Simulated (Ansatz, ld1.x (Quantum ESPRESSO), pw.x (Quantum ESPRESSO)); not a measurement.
Si: one change to the RRKJ potential, in the atom and in the bcc crystal

* Element: Si
* Generator: ld1.x (Quantum ESPRESSO) 7.5
* Type: norm-conserving RRKJ (Kleinman–Bylander form)
* Functional: PBEsol
* Relativity: scalar-relativistic
* Frozen core: [Ne]
* Valence charge: 4
* Reference configuration: 3s2 3p2
* Partial waves: 3p (bound): rc 1.55 bohr; 3d channel at 0.15 Ry: rc 1.40 bohr; 3s (bound): rc 1.35 bohr
* Local potential: the s channel
* Core correction: none

Change: all radii scaled by about 1.20 (s 1.62, p 1.86, d 1.68 bohr).

Cutoffs, loose and tight: the cutoffs (Ry, on a coarse ladder) from which the occupation-weighted sum of valence levels, in a spherical-Bessel basis at the reference potential, stays within 10 and 1 mRy of its value at 400 Ry. They do not see the model core or the augmentation charge, which bear on the density cutoff. Test errors are all-electron minus pseudo excitation energies from the reference, over the configurations 3s2 3p1; 3s2 3p0; 3s1 3p0; 3s0 3p4; 3s1 3p2; 3s2 3p1.5; 3s1 3p3; variants that change the core or the reference have their own tests.

Crystal test: bcc Si in pw.x 7.5, no spin, 15³ k-points, Fermi–Dirac smearing 0.01 Ry, cutoffs set for each file from its atomic test. The reference is all-electron LAPW (Ansatz 0.2.0) with the same functional, mesh and smearing; V0 and B0 come from Birch–Murnaghan fits to the pressures at five volumes. Errors are pseudo minus all-electron; Δ is the rms difference of the E(V) curves that follow from these fits, minima aligned, over ±6 % about the mean V0. Mesh and smearing are coarse, so the numbers serve the comparison and aren't converged zero-temperature values; the lattice is a test structure that the element need not adopt.

All-electron: a0 = 3.056 Å (V0 = 14.27 Å³/atom), B0 = 101.5 GPa.

Problem. Does the change bring the crystal closer to the all-electron result?

Solution. The mean pressure error goes from -0.27 to +0.01 GPa, so the change moves the solid closer to the all-electron pressures. At 80 % of its cutoff the pressure of the base moves by -0.32 GPa. At 80 % of its cutoff the pressure of the changed file moves by -0.31 GPa.

| quantity | base | changed |
| --- | --- | --- |
| outcome (atom) | generated | generated |
| cutoff, loose (atom) | 35 Ry | 18 Ry |
| cutoff, tight (atom) | 80 Ry | 40 Ry |
| bound ghosts (atom) | none | none |
| largest test error (meV) (atom) | +75 | +88 |
| cutoffs in pw.x (Ry) | 100/400 | 50/200 |
| a0 (Å) | 3.054 | 3.056 |
| a0 error (%) | -0.09 | +0.00 |
| B0 error (%) | +0.1 | -0.3 |
| Δ (meV/atom) | 0.8 | 0.0 |
| mean pressure error (GPa) | -0.27 | +0.01 |

 The atomic cutoffs weigh occupied waves only.
